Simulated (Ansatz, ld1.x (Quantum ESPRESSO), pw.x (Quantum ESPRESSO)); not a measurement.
pw.x on fcc Bi: one setting changed

Potential: ultrasoft, ld1.x (Quantum ESPRESSO) 7.5, PBE; core [Kr] 4d10 4f14, reference 5s2 5p6 5d10 6s2 6p3; waves: 5s (bound): rcut 1.35, rcutus 1.65 bohr; 6s (bound): rcut 1.35, rcutus 1.65 bohr; 5p (bound): rcut 1.45, rcutus 1.80 bohr; 6p (bound): rcut 1.45, rcutus 1.80 bohr; 5d (bound): rcut 1.55, rcutus 1.95 bohr; 5d channel at -1.4 Ry: rcut 1.55, rcutus 1.95 bohr; local part: all-electron potential smoothed inside 1.85 bohr (lloc = -1); core correction: a·sin(br)/r model core inside 0.90 bohr; augmentation: PSQ, radius 1.20 bohr.

The reference run (k-mesh 11³, cutoffs 85/680 Ry, Fermi–Dirac 0.01 Ry, mixing_beta 0.4, conv_thr 1e-9, no spin) gives -0.42 GPa at 31.849 Å³/atom, where all-electron LAPW gives 0.07 GPa. This run, with its own iteration cap, changes ecutrho/ecutwfc to 2.

```
&control
  calculation='scf', prefix='x', pseudo_dir='./', outdir='./tmp', tstress=.true., disk_io='none'
/
&system
  ibrav=0, nat=1, ntyp=1, ecutwfc=85, ecutrho=170, nbnd=20,
  occupations='smearing', smearing='fd', degauss=0.01
/
&electrons
  conv_thr=1e-09, mixing_beta=0.4, electron_maxstep=60
/
ATOMIC_SPECIES
Bi 1.0 Bi.UPF
CELL_PARAMETERS angstrom
  0.00000000 2.51587235 2.51587235
  2.51587235 0.00000000 2.51587235
  2.51587235 2.51587235 0.00000000
ATOMIC_POSITIONS crystal
Bi 0.0000 0.0000 0.0000
K_POINTS automatic
11 11 11 0 0 0
```

```bash
pw.x < Bi.scf.in > Bi.scf.out
```

Problem. How does the run end?

Solution. It converges in 7 iterations; the free energy moves by -172.4 meV/atom and the pressure by -2.14 GPa. Below 4 the density is truncated and F is no longer variational, so a small shift in one case is no licence.

```
Message from routine set_cutoff:
     ecutrho < 4*ecutwfc, are you sure?
     Message from routine setup:
     using ibrav=0 with symmetry is DISCOURAGED, use correct ibrav instead
     lattice parameter (alat)  =       6.7236  a.u.
     unit-cell volume          =     214.9277 (a.u.)^3
     number of electrons       =        23.00
     number of Kohn-Sham states=           20
     kinetic-energy cutoff     =      85.0000  Ry
     charge density cutoff     =     170.0000  Ry
     scf convergence threshold =      1.0E-09
     Exchange-correlation= PBE
     number of k points=    56  Fermi-Dirac smearing, width (Ry)=  0.0100
     iteration #  1     ecut=    85.00 Ry     beta= 0.40
     total energy              =    -439.24621373 Ry
     estimated scf accuracy    <       0.00686606 Ry
     iteration #  2     ecut=    85.00 Ry     beta= 0.40
     total energy              =    -439.24729544 Ry
     estimated scf accuracy    <       0.00723546 Ry
     iteration #  3     ecut=    85.00 Ry     beta= 0.40
     total energy              =    -439.24818149 Ry
     estimated scf accuracy    <       0.00013689 Ry
     iteration #  4     ecut=    85.00 Ry     beta= 0.40
     total energy              =    -439.24819175 Ry
     estimated scf accuracy    <       0.00000482 Ry
     iteration #  5     ecut=    85.00 Ry     beta= 0.40
     total energy              =    -439.24819233 Ry
     estimated scf accuracy    <       0.00000020 Ry
     iteration #  6     ecut=    85.00 Ry     beta= 0.40
     total energy              =    -439.24819235 Ry
     estimated scf accuracy    <       0.00000003 Ry
     iteration #  7     ecut=    85.00 Ry     beta= 0.40
     the Fermi energy is    13.4512 ev
!    total energy              =    -439.24819235 Ry
     estimated scf accuracy    <          3.9E-10 Ry
     smearing contrib. (-TS)   =      -0.00384617 Ry
     The total energy is F=E-TS. E is the sum of the following terms:
     one-electron contribution =    -267.51881330 Ry
     hartree contribution      =     127.59963470 Ry
     xc contribution           =     -44.25217195 Ry
     ewald contribution        =    -255.07299564 Ry
     convergence has been achieved in   7 iterations
          total   stress  (Ry/bohr**3)                   (kbar)     P=      -25.66
     Message from routine punch:
     Nothing written, as per user request (disk_io='none')
```

The run took about 19 s on one core of a shared host (Neoverse-V2, 32 threads, 247 GiB, load 14).
